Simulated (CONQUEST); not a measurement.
Runs of CONQUEST 1.3 on TiO2 (Anatase). Symmetry: I4_1/amd, No. 141, tetragonal system. Conventional cell: a = 3.784 Å, b = 3.784 Å, c = 9.515 Å, α = 90.00°, β = 90.00°, γ = 90.00°. Ti (site symmetry -4m2) is surrounded by 6 O at 1.93 to 1.98 Å. O (site symmetry 2mm) has 3 Ti at 1.93 to 1.98 Å as nearest neighbours. 

```tsv
task	potentials or basis	cell	k mesh	gap on the mesh (eV)	pressure (GPa)	V0 of scaled cells (Å³/atom)	B0 (GPa)	largest force (eV/Å)
single point	PseudoDojo NC PBE, DZP, grid cutoff 200 Ha	atoms moved at random, drawn with an rms of 0.05 Å	5 × 5 × 2	1.92	6.6	-	-	0.92
single point	PseudoDojo NC PBE, DZP, grid cutoff 150 Ha	as given	7 × 7 × 3	(b)	(a)	-	-	0.04
equation of state	PseudoDojo NC PBE, DZ, grid of 40 × 40 × 100 points	as given	7 × 7 × 3	-	-	11.67	211	-
single point	PseudoDojo NC PBE, DZP, grid cutoff 300 Ha	atoms moved at random, drawn with an rms of 0.05 Å	5 × 5 × 2	1.92	6.6	-	-	0.92
equation of state	PseudoDojo NC PBE, SZP, grid of 40 × 40 × 100 points	as given	7 × 7 × 3	-	-	11.84	186	-
```

Alike in all rows: level PBE; no spin polarisation; smearing fermi-dirac 0.05 eV.

Fill in the values left out.

(a) 7.2; (b) 1.98.

Caveats: the basis of atomic orbitals isn't converged, which shifts pressures, moduli and gaps; an odd mesh through Γ misses points on the zone boundary, where band edges often lie (some runs); the box holds several primitive cells, so bands are folded and the points are those of the box's own zone (some runs); the atomic basis is small (some runs); the cell was scaled at fixed shape and fractional positions, which overstates the stiffness of a crystal with free parameters, most of all of layers and chains (some runs).
